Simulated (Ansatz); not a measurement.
VO$_{2}$: do energies and stresses tell the same story?

Method: DFT PBE, scalar-relativistic, plane waves, PAW in Ansatz 0.2.0.

Settings: cutoff 420 eV, Γ-centred mesh 8×8×12 on the computed 6-atom cell, Gaussian smearing of 0.10 eV; collinear spin from starting moments 0.92 0.92 0 0 0 0 μB.

Relaxed cell: P4_2/mnm, a = 4.584 Å, b = 4.584 Å, c = 2.838 Å, α = 90.00°, β = 90.00°, γ = 90.00°, 6 atoms in the primitive cell.

Energies at zero smearing and pressures from the stress tensor, at volumes with shape and atoms relaxed:
```json
{"V (Å³/atom)": "9.044", "E − E(first) (meV/atom)": "0.00", "P (GPa)": "26.83"}
{"V (Å³/atom)": "9.342", "E − E(first) (meV/atom)": "-39.81", "P (GPa)": "16.31"}
{"V (Å³/atom)": "9.640", "E − E(first) (meV/atom)": "-61.59", "P (GPa)": "7.43"}
{"V (Å³/atom)": "9.938", "E − E(first) (meV/atom)": "-68.21", "P (GPa)": "0.01"}
{"V (Å³/atom)": "10.237", "E − E(first) (meV/atom)": "-62.27", "P (GPa)": "-6.10"}
{"V (Å³/atom)": "10.535", "E − E(first) (meV/atom)": "-46.14", "P (GPa)": "-10.98"}
{"V (Å³/atom)": "10.932", "E − E(first) (meV/atom)": "-12.56", "P (GPa)": "-15.60"}
```

Check P = −dE/dV between neighbouring volumes, and get the bulk modulus from the pressures alone.

With 1 eV/Å³ = 160.2 GPa:
| middle V (Å³/atom) | −ΔE/ΔV (GPa) | mean P (GPa) |
| --- | --- | --- |
| 9.193 | 21.391 | 21.568 |
| 9.491 | 11.707 | 11.871 |
| 9.789 | 3.557 | 3.720 |
| 10.087 | -3.195 | -3.045 |
| 10.386 | -8.668 | -8.538 |
| 10.733 | -13.533 | -13.291 |

The two differ by 0.24 GPa at most. The mean of two end pressures misses the average over a step by about ΔV² P″/12, up to 0.18 GPa here; with that taken off 0.06 GPa remains. The stress is the derivative of the free energy, not of the energy at zero smearing, and with free energies 0.02 GPa remains. Around V = 9.938 Å³/atom, the two neighbours give B = −V ΔP/ΔV = 9.938 × 13.53 / 0.596 = 225.5 GPa, against B0 = 220.8 GPa from the Birch–Murnaghan fit of the energies.

Moments started parallel, and an antiferromagnetic order may lie lower.

Only this magnetic start was tried.

Cost: 8 runs of about 25 core-minutes in all, on Arm Neoverse V1 (shared hosts).